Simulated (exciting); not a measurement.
# CoSi2 (Fm-3m) in exciting: reference runs

Aim: a first look at CoSi2 with PBEsol, on the cell as given.

Everything below comes from runs of exciting (release sodium). Logs are shortened: lines on timing, memory, paths and dates and some standing lists are left out, and cuts for length are marked.

### Step 1. The crystal as given

It takes space group Fm-3m (No. 225, cubic). Conventional cell: a = 5.356 Å, b = 5.356 Å, c = 5.356 Å, α = 90.00°, β = 90.00°, γ = 90.00°. Co (site symmetry m-3m) has 8 Si at 2.32 Å as nearest neighbours. Si (site symmetry -43m) has 4 Co at 2.32 Å as nearest neighbours.

### Step 2. Single point, PBEsol, collinear spin, ferromagnetic start

The input, input.xml:

```xml
<input>
  <title>CoSi2</title>
  <structure speciespath="./" tshift="false">
    <crystal scale="1">
      <basevect>0.000000000000 7.156891570477 0.000000000000</basevect>
      <basevect>-5.843577497457 3.578445785238 2.066016637478</basevect>
      <basevect>0.000000000000 3.578445785238 6.198049912246</basevect>
    </crystal>
    <species speciesfile="Co.xml" rmt="2">
      <atom coord="0.000000000000 0.000000000000 0.000000000000" bfcmt="0 0 -8"/>
    </species>
    <species speciesfile="Si.xml" rmt="2">
      <atom coord="0.750000000000 0.750000000000 0.750000000000" bfcmt="0 0 0"/>
      <atom coord="0.250000000000 0.250000000000 0.250000000000" bfcmt="0 0 0"/>
    </species>
  </structure>
  <groundstate do="fromscratch" ngridk="9 9 9" rgkmax="9" gmaxvr="14" lmaxapw="10" lmaxmat="10" lmaxvr="8" xctype="GGA_PBE_SOL" stype="Fermi Dirac" swidth="0.00183747" nempty="28" ValenceRelativity="iora*" epsengy="1e-05" epspot="1e-05" maxscl="90" tforce="true" outputlevel="normal">
    <spin reducebf="0.5"/>
  </groundstate>
  <properties>
    <chargedensityplot>
      <plot3d>
        <box grid="19 19 19">
          <origin coord="0 0 0"/>
          <point coord="1 0 0"/>
          <point coord="0 1 0"/>
          <point coord="0 0 1"/>
        </box>
      </plot3d>
    </chargedensityplot>
    <elfplot>
      <plot3d>
        <box grid="19 19 19">
          <origin coord="0 0 0"/>
          <point coord="1 0 0"/>
          <point coord="0 1 0"/>
          <point coord="0 0 1"/>
        </box>
      </plot3d>
    </elfplot>
    <exccplot>
      <plot3d>
        <box grid="19 19 19">
          <origin coord="0 0 0"/>
          <point coord="1 0 0"/>
          <point coord="0 1 0"/>
          <point coord="0 0 1"/>
        </box>
      </plot3d>
    </exccplot>
  </properties>
</input>
```

Potentials or basis: all-electron LAPW+lo, shipped species files, valence relativity iora*.

Launch:

```
$ OMP_NUM_THREADS=1 exciting_smp
```

INFO.OUT:

```text
================================================================================
EXCITING SODIUM started
[... 10 lines left out ...]

 Lattice vectors (cartesian) :
      0.0000000000      7.1568915705      0.0000000000
     -5.8435774975      3.5784457852      2.0660166375
      0.0000000000      3.5784457852      6.1980499122

 Reciprocal lattice vectors (cartesian) :
      0.3584097419      0.8779209864     -0.5068679178
     -1.0752292256      0.0000000000      0.0000000000
      0.3584097419     -0.0000000000      1.0137358356

 Unit cell volume                           :     259.2139170259
 Brillouin zone volume                      :       0.9569324683

 Species :    1 (Co)
     parameters loaded from                 :    Co.xml
     name                                   :    cobalt
     nuclear charge                         :     -27.00000000
     electronic charge                      :      27.00000000
     atomic mass                            :  107428.65170000
     muffin-tin radius                      :       2.00000000
     # of radial points in muffin-tin       :     350

     atomic positions (lattice) :
       1 :   0.00000000  0.00000000  0.00000000

     magnetic fields (cartesian) :
       1 :   0.00000000  0.00000000 -8.00000000

 Species :    2 (Si)
     parameters loaded from                 :    Si.xml
     name                                   :    silicon
     nuclear charge                         :     -14.00000000
     electronic charge                      :      14.00000000
     atomic mass                            :   51196.73454000
     muffin-tin radius                      :       2.00000000
     # of radial points in muffin-tin       :     300

     atomic positions (lattice) :
       1 :   0.75000000  0.75000000  0.75000000
       2 :   0.25000000  0.25000000  0.25000000

     magnetic fields (cartesian) :
       1 :   0.00000000  0.00000000  0.00000000
       2 :   0.00000000  0.00000000  0.00000000

 Total number of atoms per unit cell        :       3

 Spin treatment                             :    spin-polarised
 Global magnetic field (cartesian) :        0.00000000   0.00000000   0.00000000
 collinear magnetisation in z-direction

 Number of Bravais lattice symmetries       :      48
 Number of crystal symmetries               :      48

 k-point grid                               :       9    9    9
 Total number of k-points                   :      35
 k-point set is reduced with crystal symmetries

 R^MT_min * |G+k|_max (rgkmax)              :       9.00000000
 Species with R^MT_min                      :       1 (Co)
 Maximum |G+k| for APW functions            :       4.50000000
 Maximum |G| for potential and density      :      14.00000000

 G-vector grid sizes                        :      32    32    32
 Total number of G-vectors                  :   12039

 Maximum angular momentum used for
     APW functions                          :      10
     computing H and O matrix elements      :      10
     potential and density                  :       8
     inner part of muffin-tin               :       2

 Total nuclear charge                       :     -55.00000000
 Total electronic charge                    :      55.00000000
 Total core charge                          :      32.00000000
 Total valence charge                       :      23.00000000

 Number of empty states                     :      28
 Total number of valence states             :      80

 Maximum Hamiltonian size                   :     431
 Maximum number of plane-waves              :     411
 Total number of local-orbitals             :      20

 Exchange-correlation type                  :      22
     PBEsol, Phys. Rev. Lett. 100, 136406 (2008)
     Generalised gradient approximation (GGA)

 Smearing scheme                            :    Fermi-Dirac
 Smearing width                             :       0.00183747

 Using multisecant Broyden potential mixing
[... 6 lines left out ...]
* Groundstate module started                                                   *
********************************************************************************
 Output level for this task is set to normal

++++++++++++++++++++++++++++++++++++++++++++++++++++++++++++++++++++++++++++++++
[... 5 lines left out ...]
+ SCF iteration number :    1                                                  +
++++++++++++++++++++++++++++++++++++++++++++++++++++++++++++++++++++++++++++++++
 Total energy                               :     -1983.41867416
 _______________________________________________________________
 Fermi energy                               :         0.33031108
 Kinetic energy                             :      1985.77641982
 Coulomb energy                             :     -3869.34147082
 Exchange energy                            :       -97.08830049
 Correlation energy                         :        -2.76532267
 No external B-field energy in total energy

 DOS at Fermi energy (states/Ha/cell)       :        31.28536984

 Electron charges :
     core                                   :        32.00000000
     core leakage                           :         0.01150765
     valence                                :        23.00000000
     interstitial                           :         5.56739822
     charge in muffin-tin spheres :
                  atom     1    Co          :        26.28923164
                  atom     2    Si          :        11.57168507
                  atom     3    Si          :        11.57168507
     total charge in muffin-tins            :        49.43260178
     total charge                           :        55.00000000

 Moments :
     interstitial                           :        -0.04619858
     moment in muffin-tin spheres :
                  atom     1    Co          :         0.34533957
                  atom     2    Si          :        -0.02403002
                  atom     3    Si          :        -0.02403002
     total moment in muffin-tins            :         0.29727954
     total moment                           :         0.25108096
[... 655 lines left out ...]
 Electron charges :
     core                                   :        32.00000000
     core leakage                           :         0.01118582
     valence                                :        23.00000000
     interstitial                           :         5.96074027
     charge in muffin-tin spheres :
                  atom     1    Co          :        25.54251140
                  atom     2    Si          :        11.74837416
                  atom     3    Si          :        11.74837416
     total charge in muffin-tins            :        49.03925973
     total charge                           :        55.00000000

 Moments :
     interstitial                           :        -0.00000091
     moment in muffin-tin spheres :
                  atom     1    Co          :         0.00000939
                  atom     2    Si          :        -0.00000056
                  atom     3    Si          :        -0.00000056
     total moment in muffin-tins            :         0.00000826
     total moment                           :         0.00000735

 RMS change in effective potential (target) :  0.158105E-07  ( 0.100000E-04)
 Absolute change in total energy   (target) :  0.375340E-05  ( 0.100000E-04)
 Charge distance                   (target) :  0.714677E-08  ( 0.100000E-04)
 Abs. change in max-nonIBS-force   (target) :   0.00000      ( 0.500000E-04)

++++++++++++++++++++++++++++++++++++++++++++++++++++++++++++++++++++++++++++++++
| Convergency criteria checked for the last 2 iterations                       +
| Convergence targets achieved. Performing final SCF iteration                 +
++++++++++++++++++++++++++++++++++++++++++++++++++++++++++++++++++++++++++++++++
 Total energy                               :     -1971.34311574
 _______________________________________________________________
 Fermi energy                               :         0.34691217
 Kinetic energy                             :      1993.07176248
 Coulomb energy                             :     -3865.15268543
 Exchange energy                            :       -96.50347516
 Correlation energy                         :        -2.75871763
 No external B-field energy in total energy

 DOS at Fermi energy (states/Ha/cell)       :        34.19822447

 Electron charges :
     core                                   :        32.00000000
     core leakage                           :         0.01118582
     valence                                :        23.00000000
     interstitial                           :         5.96074026
     charge in muffin-tin spheres :
                  atom     1    Co          :        25.54251142
                  atom     2    Si          :        11.74837416
                  atom     3    Si          :        11.74837416
     total charge in muffin-tins            :        49.03925974
     total charge                           :        55.00000000

 Moments :
     interstitial                           :        -0.00000043
     moment in muffin-tin spheres :
                  atom     1    Co          :         0.00000452
                  atom     2    Si          :        -0.00000027
                  atom     3    Si          :        -0.00000027
     total moment in muffin-tins            :         0.00000398
     total moment                           :         0.00000355

++++++++++++++++++++++++++++++++++++++++++++++++++++++++++++++++++++++++++++++++
+ Self-consistent loop stopped                                                 +
++++++++++++++++++++++++++++++++++++++++++++++++++++++++++++++++++++++++++++++++
 STATE.OUT is written

--------------------------------------------------------------------------------
- Writing atomic positions and forces                                          -
--------------------------------------------------------------------------------

 Atomic positions (lattice) :
 atom     1  Co  :     0.00000000    0.00000000    0.00000000
 atom     2  Si  :     0.75000000    0.75000000    0.75000000
 atom     3  Si  :     0.25000000    0.25000000    0.25000000

 Total atomic forces including IBS (cartesian) :
 atom     1  Co  :     0.00000000   -0.00000000    0.00000000
 atom     2  Si  :     0.00000000   -0.00000000   -0.00000000
 atom     3  Si  :    -0.00000000    0.00000000    0.00000000

 Atomic force components including IBS (cartesian) :
 atom     1  Co  :     0.00000000   -0.00000000   -0.00000000   HF force
                 :    -0.00000000    0.00000000    0.00000000   core correction
                 :     0.00000000   -0.00000000   -0.00000000   IBS correction
 atom     2  Si  :     0.00000000   -0.00000000   -0.00000000   HF force
                 :     0.00000000   -0.00000000   -0.00000000   core correction
                 :     0.00000000    0.00000000   -0.00000000   IBS correction
 atom     3  Si  :    -0.00000000    0.00000000    0.00000000   HF force
                 :    -0.00000000   -0.00000000    0.00000000   core correction
                 :    -0.00000000    0.00000000    0.00000000   IBS correction

********************************************************************************
* Groundstate module stopped                                                   *
********************************************************************************

--------------------------------------------------------------------------------
- CAUTION! Warnings have been written in file WARNING.OUT !                    -
--------------------------------------------------------------------------------
================================================================================
| EXCITING SODIUM stopped                                                      =
================================================================================
```

It took 5.4 min on 1 thread of Arm Neoverse V1, shared host; peak memory 0.19 GiB.

What came out:

| Property | Result |
| --- | --- |
| Free energy | -53642.9891 eV |
| Band gap on the k mesh | none (metal or under the smearing width) |
| Net moment | 0.00 μB per cell |
| All electrons inside the program's atomic spheres | Co 25.54; Si 11.75 (radii Co 2.0, Si 2.0 bohr) |

Levels at points of the mesh, in eV from the Fermi level:
Spin up:
```
           k point  band 9  band 10  band 11  band 12  band 13  band 14  band 15  band 16
(0.00, 0.00, 0.00)   -1.87     0.80     3.45     3.45     3.45     3.47     3.47     3.47
```
Spin down:
| k point | band 8 | band 9 | band 10 | band 11 | band 12 | band 13 | band 14 | band 15 | band 16 | band 17 |
| --- | --- | --- | --- | --- | --- | --- | --- | --- | --- | --- |
| (0.00, 0.00, 0.00) | -1.87 | -1.87 | 0.80 | 3.45 | 3.45 | 3.45 | 3.47 | 3.47 | 3.47 | 5.68 |

Caveat: the starting moments collapsed, and a magnetic state may lie lower; the log's total energy holds no entropy term; the free energy is that total less TS from the occupations.
